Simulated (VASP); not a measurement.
A run of VASP 6.6.1 is set up as follows.

POSCAR

```
TePb
1.0
    4.0022870000      0.0000000000      0.0000000000
    0.0000000000      4.0022870000      0.0000000000
    0.0000000000      0.0000000000      4.0022870000
Pb Te
1 1
Direct
    0.0000000000      0.0000000000      0.0000000000
    0.5000000000      0.5000000000      0.5000000000
```

The input INCAR.step1:

```
PREC     = Accurate       # precision mode
ENCUT    = 500            # plane-wave cutoff, eV
EDIFF    = 1E-8           # SCF threshold, eV
ISMEAR   = 0              # smearing method
SIGMA    = 0.01           # smearing width, eV
LREAL    = False          # projectors in reciprocal space
LASPH    = True           # aspherical terms in the spheres
NELM     = 80             # most SCF steps
ALGO     = Normal         # electronic algorithm
LWAVE    = True           # write WAVECAR
LCHARG   = False          # write CHGCAR
GGA      = PE             # functional
```

Contents of INCAR.step2:

```
PREC     = Accurate       # precision mode
ENCUT    = 500            # plane-wave cutoff, eV
EDIFF    = 1E-8           # SCF threshold, eV
ISMEAR   = 0              # smearing method
SIGMA    = 0.01           # smearing width, eV
LREAL    = False          # projectors in reciprocal space
LASPH    = True           # aspherical terms in the spheres
NELM     = 1              # most SCF steps
ALGO     = Exact          # electronic algorithm
LWAVE    = True           # write WAVECAR
LCHARG   = False          # write CHGCAR
GGA      = PE             # functional
NBANDS   = 407            # bands
LOPTICS  = True           # frequency-dependent dielectric function
ISTART   = 1
```

Contents of INCAR.step3:

```
PREC     = Accurate       # precision mode
ENCUT    = 500            # plane-wave cutoff, eV
EDIFF    = 1E-8           # SCF threshold, eV
ISMEAR   = 0              # smearing method
SIGMA    = 0.01           # smearing width, eV
LREAL    = False          # projectors in reciprocal space
LASPH    = True           # aspherical terms in the spheres
ALGO     = EVGW0R         # electronic algorithm
LWAVE    = False          # write WAVECAR
LCHARG   = False          # write CHGCAR
GGA      = PE             # functional
NELMGW   = 1            
NBANDS   = 407            # bands
ENCUTGW  = 150            # cutoff of the response function
NOMEGA   = 12             # frequency points
PRECFOCK = Fast         
ISTART   = 1            
NBANDSGW = 19
```

KPOINTS

```
regular mesh
0
Gamma
  3 3 3
```

Potentials or basis: VASP PAW PBE potentials, release 64 (Pb_d_GW, Te_GW).

The run is started by

```bash
$ cat potpaw_PBE.64/Pb_d_GW/POTCAR potpaw_PBE.64/Te_GW/POTCAR > POTCAR
$ cp INCAR.step1 INCAR
$ mpirun -np 1 vasp_std > vasp.out
$ cp INCAR.step2 INCAR
$ mpirun -np 1 vasp_std > vasp.out
$ cp INCAR.step3 INCAR
$ mpirun -np 1 vasp_std > vasp.out
```

Problem. Predict the quasiparticle gap.

Solution. 0.73 eV.

Problem. Estimate the least direct quasiparticle gap.

Solution. 2.08 eV.

Problem. Estimate the RPA correlation energy.

Solution. -13.127 eV/atom.

Caveat: the k mesh is coarse (spacing up to 0.52 Å⁻¹), so the values aren't converged; bands, screening cutoff and mesh are small and nothing is extrapolated, so the quasiparticle values aren't converged; spin-orbit coupling is left out, which as a rule narrows the gap of such compounds by several tenths of an eV; an odd mesh through Γ misses points on the zone boundary, where band edges often lie.
